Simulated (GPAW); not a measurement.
# TaN (P-6m2) in GPAW: elastic constants with MS2

Aim: the elastic constants of TaN with MS2.

Program: GPAW 26.7.0. These are calculated values, not measurements. Logs are shortened: lines on timing, memory, paths and dates and some standing lists are left out, and cuts for length are marked. The log counts tension as positive stress, the text compression.

### Step 1. The crystal as given

The structure is hexagonal, space group P-6m2 (No. 187). The conventional cell has a = 2.938 Å, b = 2.938 Å, c = 2.883 Å, α = 90.00°, β = 90.00°, γ = 120.00°. Ta (site symmetry -6m2) has 6 N at 2.23 Å as nearest neighbours. N (site symmetry -6m2) has 6 Ta at 2.23 Å as nearest neighbours.

### Step 2. Elastic constants, MS2, 10.78 Å³/atom

The input, run.py:

```python
import json
import numpy as np
import spglib
from ase.constraints import FixSymmetry
from ase.filters import FrechetCellFilter
from ase.io import read, write
from ase.optimize import BFGS
from ase.stress import full_3x3_to_voigt_6_stress, voigt_6_to_full_3x3_strain, voigt_6_to_full_3x3_stress
from ase.units import GPa
from gpaw import GPAW, PW

atoms = read('POSCAR')

calc = GPAW(mode=PW(440),
            xc='MGGA_X_MS2+GGA_C_REGTPSS',
            kpts={'size': (10, 10, 9), 'gamma': True},
            occupations={'name': 'marzari-vanderbilt', 'width': 0.3},
            nbands=16,
            convergence={'density': 1e-06, 'eigenstates': 1e-09},
            maxiter=80,
            txt='gpaw.txt')
atoms.calc = calc
atoms.set_constraint(FixSymmetry(atoms))
BFGS(FrechetCellFilter(atoms), trajectory='relax.traj', logfile='-').run(fmax=0.005, steps=40)
atoms.set_constraint()
energy = atoms.get_potential_energy()
forces = atoms.get_forces()
stress = atoms.get_stress()
calc.write('gs.gpw')
write('result.traj', atoms)
print('Cell:', atoms.cell.cellpar().round(4))
print(atoms.get_scaled_positions().round(5))

gpts = tuple(int(n) for n in calc.get_number_of_grid_points())
cell = atoms.cell[:].T
dataset = spglib.get_symmetry((atoms.cell[:], atoms.get_scaled_positions(), atoms.numbers), symprec=1e-4)
rotations = [cell @ w @ np.linalg.inv(cell) for w in dataset['rotations']]
strains, clamped, relaxed = [], [], []
for v in [0, 2, 3]:
    for e in (-0.005, 0.005):
        voigt = np.zeros(6)
        voigt[v] = e
        F = voigt_6_to_full_3x3_strain(voigt)
        a = atoms.copy()
        a.set_cell(atoms.cell[:] @ F, scale_atoms=True)
        c = GPAW(mode=PW(440),
                 xc='MGGA_X_MS2+GGA_C_REGTPSS',
                 kpts={'size': (10, 10, 9), 'gamma': True},
                 occupations={'name': 'marzari-vanderbilt', 'width': 0.3},
                 nbands=16,
                 convergence={'density': 1e-06, 'eigenstates': 1e-09},
                 maxiter=80,
                 gpts=gpts,
                 txt=f'strain-{v}{e:+.3f}.txt')
        a.calc = c
        s0 = s1 = a.get_stress() - stress
        BFGS(a, logfile=None).run(fmax=0.003, steps=25)
        s1 = a.get_stress() - stress
        print(v, e, 'clamped', (s0 / GPa).round(3), 'relaxed', (s1 / GPa).round(3), flush=True)
        for R in rotations:  # images under the point group
            eps = R @ (F - np.eye(3)) @ R.T
            strains.append(full_3x3_to_voigt_6_stress(eps) * [1, 1, 1, 2, 2, 2])
            for s, rows in ((s0, clamped), (s1, relaxed)):
                rows.append(full_3x3_to_voigt_6_stress(R @ voigt_6_to_full_3x3_stress(s) @ R.T))

C0, C = (np.linalg.lstsq(np.array(strains), np.array(s), rcond=None)[0].T / GPa for s in (clamped, relaxed))
print('Clamped-ion Cij (GPa):')
print(C0.round(1))
print('Relaxed-ion Cij (GPa):')
print(C.round(1))
json.dump({'clamped': C0.tolist(), 'relaxed': C.tolist()}, open('elastic.json', 'w'))
```

The input, POSCAR:

```
TaN
1.0
    2.9380011098      0.0000000000      0.0000000000
   -1.4690005549      2.5443835974      0.0000000000
    0.0000000000      0.0000000000      2.8830022100
Ta N
1 1
Direct
    0.3333333333      0.6666666667      0.5000000000
    0.0000000000      0.0000000000      0.0000000000
```

Potentials or basis: GPAW PAW data sets (gpaw-data 1.2.1), pw.

Launch:

```console
$ OMP_NUM_THREADS=1 python run.py
```

gpaw.txt:

```text
__  _  _
 | _ |_)|_||  |
 |__||  | ||/\| - 26.7.0

Input parameters:
  mode=PW(ecut=440.00000000000006),
  convergence={'density': 1e-06, 'eigenstates': 1e-09},
  kpts=MonkhorstPack(size=(10, 10, 9), gamma=True),
  maxiter=80,
  nbands=16,
  occupations=Occupations(name='marzari-vanderbilt', width=0.3),
  xc=XC(name='MGGA_X_MS2+GGA_C_REGTPSS')

Diagonalizing LCAO Hamiltonian
Converting LCAO to pw mode

        Ta

       N

Atoms  # Å, Bohr magnetons
|   | symbol |         x |        y |        z |    initial magnetic moments |
|---|--------|-----------|----------|----------|-----------------------------|
| 0 |     Ta | -0.000000 | 1.696256 | 1.441501 | ( 0.0000,  0.0000,  0.0000) |
| 1 |      N | -0.000000 | 0.000000 | 0.000000 | ( 0.0000,  0.0000,  0.0000) |

Unit cell  # Å
| periodic |         x |        y |        z |  lengths |     angles |
|----------|-----------|----------|----------|----------|------------|
|      yes |  2.938001 | 0.000000 | 0.000000 | 2.938001 |  90.000000 |
|      yes | -1.469001 | 2.544384 | 0.000000 | 2.938001 |  90.000000 |
|      yes |  0.000000 | 0.000000 | 2.883002 | 2.883002 | 120.000000 |

Number of symmetries: 12
Symmetry operations  # r_c * U_cc + t_c -> r_c
|    | kind |            matrix            |
|----|------|------------------------------|
|  0 |  σ   |  1, 1, 0,  0,-1, 0,  0, 0, 1 |
|  1 |  C2  |  1, 1, 0,  0,-1, 0,  0, 0,-1 |
|  2 |  E   |  1, 0, 0,  0, 1, 0,  0, 0, 1 |
|  3 |  σ   |  1, 0, 0,  0, 1, 0,  0, 0,-1 |
|  4 |  C3  |  0, 1, 0, -1,-1, 0,  0, 0, 1 |
|  5 |  S3  |  0, 1, 0, -1,-1, 0,  0, 0,-1 |
|  6 |  σ   |  0,-1, 0, -1, 0, 0,  0, 0, 1 |
|  7 |  C2  |  0,-1, 0, -1, 0, 0,  0, 0,-1 |
|  8 |  σ   | -1, 0, 0,  1, 1, 0,  0, 0, 1 |
|  9 |  C2  | -1, 0, 0,  1, 1, 0,  0, 0,-1 |
| 10 |  C3  | -1,-1, 0,  1, 0, 0,  0, 0, 1 |
| 11 |  S3  | -1,-1, 0,  1, 0, 0,  0, 0,-1 |
[... 210 lines left out ...]
Atoms  # Å, Bohr magnetons
|   | symbol |         x |        y |        z |    initial magnetic moments |
|---|--------|-----------|----------|----------|-----------------------------|
| 0 |     Ta | -0.000000 | 1.671073 | 1.421989 | ( 0.0000,  0.0000,  0.0000) |
| 1 |      N | -0.000000 | 0.000000 | 0.000000 | ( 0.0000,  0.0000,  0.0000) |

Unit cell  # Å
| periodic |         x |        y |        z |  lengths |     angles |
|----------|-----------|----------|----------|----------|------------|
|      yes |  2.894383 | 0.000000 | 0.000000 | 2.894383 |  90.000000 |
|      yes | -1.447192 | 2.506609 | 0.000000 | 2.894383 |  90.000000 |
|      yes |  0.000000 | 0.000000 | 2.843978 | 2.843978 | 120.000000 |

Number of symmetries: 12
Symmetry operations  # r_c * U_cc + t_c -> r_c
|    | kind |            matrix            |
|----|------|------------------------------|
|  0 |  σ   |  1, 1, 0,  0,-1, 0,  0, 0, 1 |
|  1 |  C2  |  1, 1, 0,  0,-1, 0,  0, 0,-1 |
|  2 |  E   |  1, 0, 0,  0, 1, 0,  0, 0, 1 |
|  3 |  σ   |  1, 0, 0,  0, 1, 0,  0, 0,-1 |
|  4 |  C3  |  0, 1, 0, -1,-1, 0,  0, 0, 1 |
|  5 |  S3  |  0, 1, 0, -1,-1, 0,  0, 0,-1 |
|  6 |  σ   |  0,-1, 0, -1, 0, 0,  0, 0, 1 |
|  7 |  C2  |  0,-1, 0, -1, 0, 0,  0, 0,-1 |
|  8 |  σ   | -1, 0, 0,  1, 1, 0,  0, 0, 1 |
|  9 |  C2  | -1, 0, 0,  1, 1, 0,  0, 0,-1 |
| 10 |  C3  | -1,-1, 0,  1, 0, 0,  0, 0, 1 |
| 11 |  S3  | -1,-1, 0,  1, 0, 0,  0, 0,-1 |
[... 212 lines left out ...]
Atoms  # Å, Bohr magnetons
|   | symbol |         x |        y |        z |    initial magnetic moments |
|---|--------|-----------|----------|----------|-----------------------------|
| 0 |     Ta | -0.000000 | 1.647538 | 1.406858 | ( 0.0000,  0.0000,  0.0000) |
| 1 |      N | -0.000000 | 0.000000 | 0.000000 | ( 0.0000,  0.0000,  0.0000) |

Unit cell  # Å
| periodic |         x |         y |        z |  lengths |     angles |
|----------|-----------|-----------|----------|----------|------------|
|      yes |  2.853619 | -0.000000 | 0.000000 | 2.853619 |  90.000000 |
|      yes | -1.426810 |  2.471307 | 0.000000 | 2.853619 |  90.000000 |
|      yes |  0.000000 | -0.000000 | 2.813716 | 2.813716 | 120.000000 |

Number of symmetries: 12
Symmetry operations  # r_c * U_cc + t_c -> r_c
|    | kind |            matrix            |
|----|------|------------------------------|
|  0 |  σ   |  1, 1, 0,  0,-1, 0,  0, 0, 1 |
|  1 |  C2  |  1, 1, 0,  0,-1, 0,  0, 0,-1 |
|  2 |  E   |  1, 0, 0,  0, 1, 0,  0, 0, 1 |
|  3 |  σ   |  1, 0, 0,  0, 1, 0,  0, 0,-1 |
|  4 |  C3  |  0, 1, 0, -1,-1, 0,  0, 0, 1 |
|  5 |  S3  |  0, 1, 0, -1,-1, 0,  0, 0,-1 |
|  6 |  σ   |  0,-1, 0, -1, 0, 0,  0, 0, 1 |
|  7 |  C2  |  0,-1, 0, -1, 0, 0,  0, 0,-1 |
|  8 |  σ   | -1, 0, 0,  1, 1, 0,  0, 0, 1 |
|  9 |  C2  | -1, 0, 0,  1, 1, 0,  0, 0,-1 |
| 10 |  C3  | -1,-1, 0,  1, 0, 0,  0, 0, 1 |
| 11 |  S3  | -1,-1, 0,  1, 0, 0,  0, 0,-1 |
[... 132 lines left out ...]
SCF iterations
|iter     | |      energy | eigst |  dens |
|---------|-|-------------|-------|-------|
|iter:   1| |  -22.074840 | +0.14 |       |
|iter:   2| |    5.895086 | -0.54 | -1.44 |
|iter:   3| |    5.898200 | -2.99 | -1.82 |
|iter:   4| |    5.902575c| -3.42 | -1.88 |
|iter:   5| |    5.900587c| -3.51 | -2.08 |
|iter:   6| |    5.899227c| -4.08 | -2.38 |
|iter:   7| |    5.898621c| -4.16 | -2.66 |
|iter:   8| |    5.898576c| -5.38 | -3.16 |
|iter:   9| |    5.898570c| -5.98 | -3.49 |
|iter:  10| |    5.898570c| -7.26 | -3.96 |
|iter:  11| |    5.898570c| -8.13 | -4.12 |
|iter:  12| |    5.898571c| -7.23 | -4.22 |
|iter:  13| |    5.898571c| -8.35 | -4.69 |
|iter:  14| |    5.898571c| -9.12c| -5.70 |
|iter:  15| |    5.898571c| -9.85c| -6.11c|

Converged in 15 steps
Energy contributions relative to reference atoms: (reference = -425654.162905)

Energy contributions:
  Kinetic:          29.075446
  Coulomb:         -26.414755
  Zero:             -0.243982
  External:          0.000000
  Xc:                3.469711
  Entropy:           0.012151
  Spinorbit:         0.000000
  ----------------------------
  Free energy:       5.898571
  Extrapolated:      5.898571
[... 11 lines left out ...]
|          4 |        -4.036 |     2.000 |
|          5 |        10.490 |     2.000 |
[... 8 lines left out ...]
|         14 |        29.422 |     0.000 |
|         15 |        33.116 |     0.000 |

No gap
No difference between direct/indirect transitions

Stress tensor  # eV/Ang^3
|         x |         y |         z |
|-----------|-----------|-----------|
| -0.003694 |  0.000000 |  0.000000 |
| -0.000000 | -0.003694 |  0.000000 |
|  0.000000 |  0.000000 | -0.027033 |

Forces  # eV/Ang
|        x |       y |       z |
|----------|---------|---------|
| -0.00000 | 0.00000 | 0.00000 |  # Ta   0
| -0.00000 | 0.00000 | 0.00000 |  # N    1

Interpolating wave functions to new cell
[... 166 lines left out ...]
SCF iterations
|iter     | |      energy | eigst |  dens |
|---------|-|-------------|-------|-------|
|iter:   1| |  -21.445217 | -0.09 |       |
|iter:   2| |    5.893637 | -0.57 | -1.67 |
|iter:   3| |    5.888297 | -3.52 | -2.32 |
|iter:   4| |    5.887568c| -5.00 | -2.34 |
|iter:   5| |    5.886389c| -4.76 | -2.40 |
|iter:   6| |    5.884876c| -4.67 | -2.52 |
|iter:   7| |    5.883849c| -4.82 | -2.74 |
|iter:   8| |    5.883730c| -6.07 | -3.21 |
|iter:   9| |    5.883671c| -6.29 | -3.48 |
|iter:  10| |    5.883665c| -7.40 | -3.90 |
|iter:  11| |    5.883664c| -8.38 | -4.15 |
|iter:  12| |    5.883664c| -7.32 | -4.20 |
|iter:  13| |    5.883664c| -8.12 | -4.36 |
|iter:  14| |    5.883665c| -8.99 | -4.71 |
|iter:  15| |    5.883665c|-10.10c| -5.60 |
|iter:  16| |    5.883665c|-10.34c| -6.24c|

Converged in 16 steps
Energy contributions relative to reference atoms: (reference = -425654.162905)

Energy contributions:
  Kinetic:          28.121329
  Coulomb:         -25.622647
  Zero:             -0.242961
  External:          0.000000
  Xc:                3.615684
  Entropy:           0.012260
  Spinorbit:         0.000000
  ----------------------------
  Free energy:       5.883665
  Extrapolated:      5.883665
[... 11 lines left out ...]
|          4 |        -4.071 |     2.000 |
|          5 |        10.457 |     2.000 |
[... 8 lines left out ...]
|         14 |        29.323 |     0.000 |
|         15 |        33.026 |     0.000 |

No gap
No difference between direct/indirect transitions

Stress tensor  # eV/Ang^3
|         x |         y |         z |
|-----------|-----------|-----------|
|  0.004666 | -0.000000 |  0.000000 |
| -0.000000 |  0.004666 |  0.000000 |
|  0.000000 |  0.000000 | -0.011395 |

Forces  # eV/Ang
|        x |       y |       z |
|----------|---------|---------|
| -0.00000 | 0.00000 | 0.00000 |  # Ta   0
|  0.00000 | 0.00000 | 0.00000 |  # N    1

Interpolating wave functions to new cell
[... 213 lines left out ...]
|          4 |        -4.076 |     2.000 |
|          5 |        10.464 |     2.000 |
[... 8 lines left out ...]
|         14 |        29.298 |     0.000 |
|         15 |        33.021 |     0.000 |

No gap
No difference between direct/indirect transitions

Stress tensor  # eV/Ang^3
|         x |        y |         z |
|-----------|----------|-----------|
|  0.004024 | 0.000000 |  0.000000 |
| -0.000000 | 0.004024 |  0.000000 |
|  0.000000 | 0.000000 | -0.003062 |

Forces  # eV/Ang
|       x |       y |       z |
|---------|---------|---------|
| 0.00000 | 0.00000 | 0.00000 |  # Ta   0
| 0.00000 | 0.00000 | 0.00000 |  # N    1

Interpolating wave functions to new cell
[... 410 lines left out ...]
|iter     | |      energy | eigst |  dens |
|---------|-|-------------|-------|-------|
|iter:   1| |  -21.495560 | -0.07 |       |
|iter:   2| |    5.891789 | -0.57 | -1.65 |
|iter:   3| |    5.887041 | -3.50 | -2.34 |
|iter:   4| |    5.885720c| -4.77 | -2.37 |
|iter:   5| |    5.884345c| -5.09 | -2.46 |
|iter:   6| |    5.883459c| -5.86 | -2.57 |
|iter:   7| |    5.882021c| -5.46 | -2.64 |
|iter:   8| |    5.881534c| -6.03 | -2.84 |
|iter:   9| |    5.881465c| -7.27 | -3.01 |
|iter:  10| |    5.881365c| -5.33 | -3.04 |
|iter:  11| |    5.881425c| -5.66 | -3.34 |
|iter:  12| |    5.881380c| -5.41 | -3.16 |
|iter:  13| |    5.881385c| -5.97 | -3.52 |
|iter:  14| |    5.881383c| -8.19 | -4.18 |
|iter:  15| |    5.881382c| -8.79 | -4.46 |
|iter:  16| |    5.881382c| -9.45c| -4.73 |
|iter:  17| |    5.881381c|-10.09c| -5.17 |
|iter:  18| |    5.881381c| -9.68c| -5.84 |
|iter:  19| |    5.881381c|-10.95c| -7.01c|

Converged in 19 steps
Energy contributions relative to reference atoms: (reference = -425654.162905)

Energy contributions:
  Kinetic:          28.044582
  Coulomb:         -25.562433
  Zero:             -0.242943
  External:          0.000000
  Xc:                3.630048
  Entropy:           0.012127
  Spinorbit:         0.000000
  ----------------------------
  Free energy:       5.881381
  Extrapolated:      5.881381
[... 11 lines left out ...]
|          4 |        -4.068 |     2.000 |
|          5 |        10.484 |     2.000 |
[... 8 lines left out ...]
|         14 |        29.311 |     0.000 |
|         15 |        33.050 |     0.000 |

No gap
No difference between direct/indirect transitions

Stress tensor  # eV/Ang^3
|        x |         y |        z |
|----------|-----------|----------|
| 0.000030 | -0.000000 | 0.000000 |
| 0.000000 |  0.000030 | 0.000000 |
| 0.000000 |  0.000000 | 0.000080 |

Forces  # eV/Ang
|       x |       y |       z |
|---------|---------|---------|
| 0.00000 | 0.00000 | 0.00000 |  # Ta   0
| 0.00000 | 0.00000 | 0.00000 |  # N    1

# Writing to gs.gpw (mode='')
```

It took 12 min on 1 thread of Arm Neoverse V2, shared host; peak memory 1.1 GiB.

The run converged, but some of its settings lie outside the range that counts as converged, so its numbers aren't taken as properties of the crystal.

Results:

```yaml
Free_energy: 5.8814 eV
Relaxed_volume: 9.96 Å³/atom
Relaxed_cell: a = 2.853 Å, b = 2.853 Å, c = 2.826 Å, α = 90.00°, β = 90.00°, γ = 120.00°
Space_group_after_relaxing_to_0.05_Å: P-6m2 (No. 187)
Pressure_after_relaxing: 0.0 GPa
Band_gap_on_the_k_mesh: none (metal or under the smearing width)
Voigt_bulk_modulus: 459 GPa
Bulk_modulus_Hill: 458 GPa
Shear_modulus_Hill: 319 GPa
Young's_modulus: 776 GPa
Poisson's_ratio_from_the_elastic_constants: 0.22
```

Caveat: the cutoff is short for stress and forces, so pressures can be off by a GPa or more; the density grid can change from cell to cell, which puts small steps into energies and stress; this smearing can pin the Fermi level at a band edge; elastic constants of metals need much finer meshes, so these are rough; the PAW data sets were made with another functional, which shifts forces and pressure a little.
